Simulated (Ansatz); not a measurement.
The cell is the one relaxed in the Materials Project (mp-10044), not relaxed further here; entries there can be hypothetical.

An input for BAs: DFT, LDA, all-electron LAPW, scalar-relativistic (Ansatz 0.2.0).

Command: `ansatz run input.yaml --threads 1 --pin off --max-ram 2048MiB --backend cpu --events-out ev --progress --plain --runs-dir out` The run took 24 s on 1 thread of Arm Neoverse V1, with other jobs on the host, peak memory 0.34 GiB.

```yaml
crystal:
  lattice:
    - [0.0, 2.409627, 2.409627]
    - [2.409627, 0.0, 2.409627]
    - [2.409627, 2.409627, 0.0]
  atoms:
    - { symbol: B, position: [0.75, 0.75, 0.75] }
    - { symbol: As, position: [0.0, 0.0, 0.0] }
kpoints:
  mp_grid: { grid: [15, 15, 15] }
scf:
  occupations: { method: fermi_dirac, width: 0.01 }
hamiltonian:
  xc: lda
  pseudopotentials: { kind: all_electron, lapw: { basis_error: 0.001 } }
output:
  forces: true
  stress: true
  eigenvalues: true
```

The results part of the log:

```
SCF 1 converged in 7 iterations: F = -62111.711299 eV  dr2 = 1.13e-9
SCF converged after 7 iterations
Free energy (F): -62111.711299 eV
Harris-Foulkes:  -62111.711299 eV  (|F-HF|=6.48e-10)
Internal energy: -62111.711299 eV  (E = F + TS)
E sigma→0 (E₀):  -62111.711299 eV
Fermi energy:    11.588716 eV
--- Per-component energies (eV) ---
  E_band       = -1583.279532
  E_kinetic    = 63450.782032
  E_xc         = -2302.588317
  E_electrostatic = -123259.905014  (all electrons and nuclei)
  E_smearing   = -0.000000  (= −TS)
  E_closure    = 0.000000  (closes the sum)
  E_atoms      = -62098.797274  (free atoms, spherical and without spin; not in F)
  Σ components = -62111.711299   (vs F -62111.711299, Δ=0.00e0)
  Basis errors (estimates in eV, not in F): energy 5.6e-4 per atom: plane waves 5.2e-4 (3.1e-4 summed), levels above the bands 0.0e0, relativity 3.3e-9, radial functions 4.2e-5, core shells 2.0e-10; eigenvalues (radial functions only) 2.7e-6; not estimated: angular momenta, meshes, grids; target (lapw.basis_error) 1.0e-3; muffin-tin radii B 0.863 Å, As 1.224 Å
--- Forces (eV/Å), atoms counted from 1 ---
  atom   1  B      0.00000000     0.00000000     0.00000000
  atom   2  As    -0.00000000     0.00000000    -0.00000000
  max |Σ_I F_I| component: 1.85e-17 eV/Å
--- Stress (GPa, compression-positive) ---
       -7.186583      -0.000000       0.000000
       -0.000000      -7.186583       0.000000
        0.000000       0.000000      -7.186583
  P = ⅓ Tr σ = -7.1866 GPa (-71.866 kbar)
--- Band table (eV; the first three rows and the last of 120) ---
  k-point 0: bands = ["-173.3369", "-160.6825", "-117.2541", "-117.2541", "-117.2541", "-24.8354", "-24.8354", "-24.8354", "-24.8141", "-24.8141", "-4.1373", "11.0154", "11.0154", "11.0154", "14.2369", "14.2369", "14.2369", "15.3314"]
  k-point 1: bands = ["-173.3369", "-160.6825", "-117.2541", "-117.2541", "-117.2541", "-24.8353", "-24.8351", "-24.8351", "-24.8141", "-24.8141", "-4.0663", "10.3134", "10.8749", "10.8749", "14.3243", "14.4215", "14.4215", "15.7807"]
  k-point 2: bands = ["-173.3369", "-160.6825", "-117.2541", "-117.2541", "-117.2541", "-24.8349", "-24.8343", "-24.8343", "-24.8140", "-24.8140", "-3.8548", "8.8909", "10.5452", "10.5452", "14.2443", "14.8562", "14.8562", "16.8237"]
  k-point 119: bands = ["-173.3369", "-160.6825", "-117.2541", "-117.2541", "-117.2541", "-24.8325", "-24.8288", "-24.8216", "-24.8165", "-24.8113", "-0.0584", "3.2232", "5.5201", "6.2446", "15.7518", "16.8371", "17.7374", "18.2672"]
```
